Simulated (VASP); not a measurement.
**Al: relaxation of cell and atoms with PBE**

Crystal: Al.

```
Al
1.0
     2.86358    0.00000    0.00000
    -1.43179    2.47993    0.00000
     0.00000    0.00000    4.67718
Al
2
Direct
  0.33333 0.66667 0.75000
  0.66667 0.33333 0.25000
```

The cell was built by a generator and needn't be a form met in nature.

```json
{
 "Program": "VASP 6.6.1",
 "Task": "relaxation of cell and atoms",
 "Functional": "PBE",
 "Potentials or basis": "VASP PAW PBE potentials, release 64 (Al)",
 "Cutoff": "600 eV",
 "k mesh": "8 × 8 × 4",
 "Occupations": "gaussian, width 0.05 eV",
 "Spin": "no spin polarisation",
 "Dipole correction": "no",
 "Further INCAR settings": "ALGO = Normal; EDIFF = 1e-07; IBRION = 2; EDIFFG = -0.03; NSW = 80; ISIF = 3"
}
```

* Relaxed volume: 16.69 Å³/atom
* Relaxed cell: a = 2.880 Å, b = 2.880 Å, c = 4.647 Å, α = 90.00°, β = 90.00°, γ = 120.00°
* Space group after relaxing (to 0.05 Å): P6_3/mmc (No. 194)
* Energy gained by relaxing: 0.8 meV/atom
* Ionic steps: 15
* Pressure after relaxing: -0.1 GPa
* Band gap on the k mesh: none (metal or under the smearing width)

Stress tensor (GPa, compression positive):
```
-0.15  0.00  0.00
 0.00 -0.15  0.00
 0.00  0.00 -0.04
```

Step by step:
| step | energy change (eV) | largest force (eV/Å) | pressure (GPa) | volume (Å³) |
| --- | --- | --- | --- | --- |
| 1 | 0.0000 | 0.0000 | 0.22 | 33.21 |
| 2 | -0.0002 | 0.0000 | -0.03 | 33.32 |
| 3 | -0.0003 | 0.0000 | -0.68 | 33.61 |
| 4 | -0.0003 | 0.0000 | -0.39 | 33.48 |
| 5 | -0.0004 | 0.0000 | -0.46 | 33.52 |
| 6 | -0.0004 | 0.0000 | -0.49 | 33.53 |
| 7 | -0.0005 | 0.0000 | -0.56 | 33.56 |
| 8 | -0.0006 | 0.0000 | -0.70 | 33.62 |
| 9 | -0.0007 | 0.0000 | -0.68 | 33.62 |
| 10 | -0.0009 | 0.0000 | -0.62 | 33.59 |
| 11 | -0.0013 | 0.0000 | -0.49 | 33.54 |
| 12 | -0.0012 | 0.0000 | -0.23 | 33.44 |
| 13 | -0.0014 | 0.0000 | -0.37 | 33.49 |
| 14 | -0.0014 | 0.0000 | -0.31 | 33.46 |
| 15 | -0.0016 | 0.0000 | -0.12 | 33.38 |

Final structure:
```
CELL_PARAMETERS angstrom
2.87994 0.00000 0.00000
-1.43997 2.49410 0.00000
0.00000 0.00000 4.64685
ATOMIC_POSITIONS crystal
Al 0.33333 0.66667 0.75000
Al 0.66667 0.33333 0.25000
```

Levels at points of the mesh, in eV from the Fermi level:
| k point | band 1 | band 2 | band 3 | band 4 | band 5 | band 6 |
| --- | --- | --- | --- | --- | --- | --- |
| (0.00, 0.00, 0.00) | -11.22 | -4.63 | -4.39 | 10.12 | 10.12 | 10.60 |
| (0.50, 0.00, 0.00) | -5.51 | -5.28 | 0.47 | 1.06 | 1.39 | 1.64 |
| (0.00, 0.00, 0.50) | -9.51 | -9.51 | 3.48 | 3.48 | 11.42 | 11.42 |
| (0.50, 0.00, 0.50) | -4.07 | -4.07 | -3.39 | -3.39 | 6.71 | 6.71 |

Run time: 29 s on 1 thread of Intel(R) Xeon(R) Platinum 8488C (Sapphire Rapids), on a shared host, peak memory 0.14 GiB.
